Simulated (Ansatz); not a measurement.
BaH2 under changes of volume

One of the cells (17.401 Å³/atom); the others are scaled copies at fixed shape and fractional positions:

```
Ba H
1.0
     4.46203    0.00000    0.00000
    -2.23101    3.86423    0.00000
     0.00000    0.00000    6.05529
Ba H
2 4
Cartesian
  0.0000 2.5762 1.5138
  2.2310 1.2881 4.5415
  0.0000 0.0000 0.0000
  0.0000 0.0000 3.0276
  2.2310 1.2881 1.5138
  0.0000 2.5762 4.5415
```

The cell comes from a database or a generator and needn't be the stable form of this composition.

- Program: Ansatz 0.2.0
- Functional: PBEsol
- Potentials or basis: Ansatz PAW
- Cutoff: 420 eV (not typed: the program's choice for these potentials)
- k mesh: 7 × 7 × 5
- Occupations: fermi-dirac, width 0.05 eV
- Spin: no spin polarisation

```tsv
volume (Å³/atom)	energy over the lowest point (meV/atom)	pressure (GPa)	gap on the mesh (eV)
16.357	0.00	-0.3	1.82
16.705	1.50	-1.1	1.81
17.053	4.53	-1.7	1.79
17.401	8.95	-2.3	1.78
17.749	14.61	-2.9	1.77
18.097	21.41	-3.4	1.76
18.445	?	?	?
```

What does the run at 18.445 Å³/atom give?

Energy over the lowest point 29.23 meV/atom; pressure -3.8 GPa; gap on the mesh 1.75 eV.

Worked out: A Birch-Murnaghan fit of order 3 (a polynomial in V^(-2/3)) to the other rows has its minimum at 16.22 Å³/atom, just outside them, with B0 = V·E''(V) = 38 GPa and B' = 3.8 at fixed shape and positions, which overstates the stiffness. It gives 29.23 meV/atom at 18.445 Å³/atom, against the run's 29.23, and -dE/dV = -3.8 GPa, against -3.8. A straight line through the other rows of the gap, of slope -0.608 eV per unit of ln V, extrapolates to 1.75 eV, against the run's 1.75.

Energies are extrapolated to zero smearing.

Caveats: odd divisions of the mesh miss points on the zone boundary, where band edges often lie, so the gap on the mesh can be too wide; spin-orbit coupling is left out, which moves the levels of the heavy elements; the PAW data sets come from PBE, with cores solved anew for the run's functional, which leaves a small shift of forces and pressure.

A mesh can miss the band edges.
